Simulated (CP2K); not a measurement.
MgS (Niningerite) under changes of volume

One of the cells (17.609 Å³/atom); the others are scaled copies at fixed shape and fractional positions:

```
CELL_PARAMETERS angstrom
3.67929 0.00000 0.00000
1.83964 3.18636 0.00000
1.83964 1.06212 3.00413
ATOMIC_POSITIONS crystal
S 0.50000 0.50000 0.50000
Mg 0.00000 0.00000 0.00000
```

```yaml
Program: CP2K 2026.2
Functional: r2SCAN
Potentials_or_basis: POTENTIAL_UZH S GTH-SCAN-q6, Mg GTH-SCAN-q10; TZVP-MOLOPT-SCAN-GTH basis
Density_cutoff: 19048 eV
k_mesh: 9 × 9 × 9
Occupations: fermi-dirac, width 0.0259 eV
Spin: no spin polarisation
```

```csv
volume (Å³/atom),energy over the lowest point (meV/atom),pressure (GPa),gap on the mesh (eV)
16.553,?,?,?
16.905,9.68,4.8,3.70
17.257,4.68,2.8,3.65
17.609,0.53,1.0,3.61
17.962,0.00,-0.5,3.56
18.666,8.42,-3.2,3.47
```

Question: What does the run at 16.553 Å³/atom give?

Answer: Energy over the lowest point 22.19 meV/atom; pressure 6.9 GPa; gap on the mesh 3.75 eV.

Worked out: A Birch-Murnaghan fit of order 3 (a polynomial in V^(-2/3)) to the other rows has its minimum at 17.90 Å³/atom with B0 = V·E''(V) = 75 GPa (rough, since the energies scatter). It gives 15.53 meV/atom at 16.553 Å³/atom, against the run's 22.19, and -dE/dV = 2.5 GPa, against 6.9. A straight line through the other rows of the gap, of slope -2.31 eV per unit of ln V, extrapolates to 3.75 eV, against the run's 3.75.

Energies are extrapolated to zero smearing.

Caveats: an odd mesh through Γ misses points on the zone boundary, where band edges often lie; the basis of atomic orbitals isn't converged, which shifts pressures, moduli and gaps; the real-space grid breaks the cell's symmetry a little (some runs).
